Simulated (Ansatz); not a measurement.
BAs:

```xyz
2
Lattice="0.0000 2.3885 2.3885 2.3885 0.0000 2.3885 2.3885 2.3885 0.0000" Properties=species:S:1:pos:R:3 pbc="T T T"
As    3.5827    3.5827    3.5827
B     0.0000    0.0000    0.0000
```

```yaml
Program: Ansatz 0.2.0
Task: relaxation of cell and atoms
Functional: revPBE
Dispersion: D4
Potentials_or_basis: Ansatz PAW
Cutoff: "420 eV (not typed: the program's choice for these potentials)"
k_mesh: 10 × 10 × 10
Occupations: fermi-dirac, width 0.05 eV
Spin: no spin polarisation
```

At the start: volume 13.63 Å³/atom.

Q: Where does the relaxation end?

A: It ends after 5 steps and the volume is 13.22 Å³/atom (-3.0 %); space group F-43m (No. 216, to 0.05 Å).

Step by step:
```tsv
step	energy change (eV)	largest force (eV/Å)	volume (Å³)
1	0.0000	0.0000	27.25
2	-0.0103	0.0000	26.67
3	-0.0114	0.0000	26.42
4	-0.0114	0.0000	26.43
5	-0.0109	0.0000	26.43
```

Final structure:
```yaml
crystal:
  lattice:
    - [0.00000, 2.36430, 2.36430]
    - [2.36430, 0.00000, 2.36430]
    - [2.36430, 2.36430, 0.00000]
  atoms:
    - { symbol: As, position: [0.75000, 0.75000, 0.75000] }
    - { symbol: B, position: [0.00000, 0.00000, 0.00000] }
```

Caveat: the plane-wave basis is chosen anew once the cell has moved, so the energies of steps on either side of that aren't comparable; the PAW data sets come from PBE, with cores solved anew for the run's functional, which leaves a small shift of forces and pressure.
